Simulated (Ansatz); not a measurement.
# What spin–orbit coupling does to the bands of ZrC

```
CELL_PARAMETERS angstrom
0.00000 2.35021 2.35021
2.35021 0.00000 2.35021
2.35021 2.35021 0.00000
ATOMIC_POSITIONS crystal
Zr 0.50000 0.50000 0.50000
C 0.00000 0.00000 0.00000
```

Atoms are numbered in the order listed.

Structure: COD 1562921, as refined from experiment and not relaxed.

Methods: DFT, PBE, all-electron LAPW, scalar-relativistic (Ansatz 0.2.0); DFT, PBE, all-electron LAPW, Dirac equation with spin-orbit coupling (Ansatz 0.2.0).

Numerical set-up: a Γ-centred 15×15×15 k mesh, Fermi–Dirac smearing of 0.05 eV, basis error target 0.25 meV/atom, no spin polarisation.

Levels between -6 and 1 eV, each run counted from its own valence-band top where it has a gap, else its Fermi level. Scalar levels are listed once for both spins; with the coupling every spinor state is counted. Levels near the edges of the range can cross them.

Question: At Γ (0.000, 0.000, 0.000) the scalar-relativistic levels are 0.94 (×3). What are they with spin–orbit coupling?

Answer: 0.90 (×2), 0.96 (×4).

Question: At W (0.500, 0.250, 0.750) the scalar-relativistic levels are -2.63, -2.33 (×2). What are they with spin–orbit coupling?

Answer: -2.63 (×2), -2.41 (×2), -2.26 (×2).
